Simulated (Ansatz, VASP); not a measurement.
# Two plane-wave programs on Au

```
Au
1.0
     0.00000    2.07906    2.07906
     2.07906    0.00000    2.07906
     2.07906    2.07906    0.00000
Au
1
Cartesian
  0.0000 0.0000 0.0000
```

Alike in both runs: functional PBE; k mesh 18 × 18 × 18; occupations gaussian, width 0.1 eV; no spin polarisation.

Ansatz relaxed the structure, and its values are those at the end. VASP's run is a single point on that final structure, the one shown.

|  | VASP | Ansatz |
| --- | --- | --- |
| version | VASP 6.6.1 | Ansatz 0.2.0 |
| potentials or method | VASP PAW PBE potentials, release 64 (Au) | scalar-relativistic, plane waves, PAW |
| plane-wave cutoff (eV) | 520 | 420 |
| valence electrons in the cell | 11 | 19 |

|  | VASP | Ansatz | Ansatz less VASP |
| --- | --- | --- | --- |
| gap on the k mesh at the Fermi level (eV) | none | none | - |
| pressure (GPa) | -0.3 | 0.0 | +0.24 |

A gap of «none» marks a metal or a gap that the smearing closes. With one functional, cell and mesh, what is left measures potentials, basis and numerics. The two sets of potentials don't hold the same shells in valence.

Spin-orbit coupling is left out, which matters for the levels of Au.
